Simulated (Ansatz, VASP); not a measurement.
## Fe: VASP beside Ansatz

Contents of POSCAR:

```
Fe
1.0
    0.0000000000      1.7062696208      1.7062696208
    1.7062696208      0.0000000000      1.7062696208
    1.7062696208      1.7062696208      0.0000000000
Fe
1
Direct
    0.0000000000      0.0000000000      0.0000000000
```

Contents of INCAR.step1:

```
PREC = Accurate
ENCUT = 520
ISMEAR = -1
SIGMA = 0.1
LREAL = F
LASPH = T
NELM = 60
NBANDS = 10
GGA = PE
ALGO = Normal
EDIFF = 1E-4
LWAVE = T
LCHARG = F
```

INCAR.step2

```
PREC = Accurate
ENCUT = 520
EDIFF = 1E-7
ISMEAR = -1
SIGMA = 0.1
LREAL = F
LASPH = T
NELM = 60
ALGO = Normal
ISIF = 2
LWAVE = F
LCHARG = F
METAGGA = R2SCAN
LMIXTAU = T
NBANDS = 10
ISTART = 1
```

KPOINTS

```
Automatic mesh
0
Gamma
  18 18 18
```

Input for Ansatz:

```yaml
crystal:
  lattice:
    - [0.0, 1.7062696208, 1.7062696208]
    - [1.7062696208, 0.0, 1.7062696208]
    - [1.7062696208, 1.7062696208, 0.0]
  atoms:
    - { symbol: Fe, position: [0.0, 0.0, 0.0] }
hamiltonian:
  xc: r2scan
  pseudopotentials:
    kind: paw
    azcp:
      Fe: "pseudopotentials/Fe.paw.azcp"
basis:
  ecutwfc: 500
  fft_grid_basis: typed
kpoints:
  mp_grid: { grid: [18, 18, 18], shift: [0, 0, 0] }
magnetization:
  spin_polarized: false
scf:
  occupations: { method: fermi_dirac, width: 0.1 }
  lower_state_search: "off"
output:
  stress: true
```

Alike in both runs: task single point; functional r2SCAN; k mesh 18 × 18 × 18; occupations fermi-dirac, width 0.1 eV; no spin polarisation.

```csv
,VASP,Ansatz
version,VASP 6.6.1,Ansatz 0.2.0
potentials or method,"VASP PAW PBE potentials, release 64 (Fe)","plane waves (500 eV) with PAW, scalar-relativistic"
plane-wave cutoff (eV),520,500
valence electrons in the cell,8,16
```

```tsv
	VASP	Ansatz	Ansatz less VASP
pressure (GPa)	0.6	0.1	-0.50
```

With one functional, cell and mesh, what is left measures potentials, basis and numerics. The two sets of potentials don't hold the same shells in valence.

Caveats: the PAW data sets were made with another functional, which shifts forces and pressure a little (VASP); the run has no spin polarisation, though such a crystal can be magnetic. Spin polarisation is off, so any magnetic state and its effect on volume and gap are missing.
